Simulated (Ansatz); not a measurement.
Crystal: Sn.

```
Sn
1.0
     0.00000    3.23334    3.23334
     3.23334    0.00000    3.23334
     3.23334    3.23334    0.00000
Sn
2
Cartesian
  4.8500 4.8500 4.8500
  3.2333 3.2333 3.2333
```

This isn't the form of Sn at room conditions, which is tetragonal (white tin).

| Quantity | Value |
| --- | --- |
| Program | Ansatz 0.2.0 |
| Task | single point |
| Functional | PBEsol |
| Potentials or basis | all-electron LAPW, scalar-relativistic |
| Cutoff | 257 eV (chosen from the basis error) |
| Basis error allowed | 0.001 eV/atom |
| k mesh | 7 × 7 × 7 |
| Occupations | fermi-dirac, width 0.05 eV |
| Spin | no spin polarisation |

On this cell: pressure 1.5 GPa; largest force zero by symmetry; band gap on the k mesh none (metal or under the smearing width).

The same run follows on a disturbed copy (atoms moved at random, drawn with an rms of 0.05 Å):

```
CELL_PARAMETERS angstrom
0.00000 3.23334 3.23334
3.23334 0.00000 3.23334
3.23334 3.23334 0.00000
ATOMIC_POSITIONS crystal
Sn 0.75132 0.75902 0.76259
Sn 0.49467 0.50900 0.50001
```

Question: What does the disturbed cell give?

Answer: The energy (extrapolated to zero smearing) moves by +11.3 meV/atom; pressure 1.7 GPa; largest force 0.556 eV/Å; band gap on the k mesh none (metal or under the smearing width).

Forces on the atoms (eV/Å):
```
Sn  -0.289 -0.460 -0.117
Sn   0.289  0.460  0.117
```

Stress tensor (GPa, compression positive):
```
 1.69 -0.42 -1.43
-0.42  1.63 -0.90
-1.43 -0.90  1.72
```
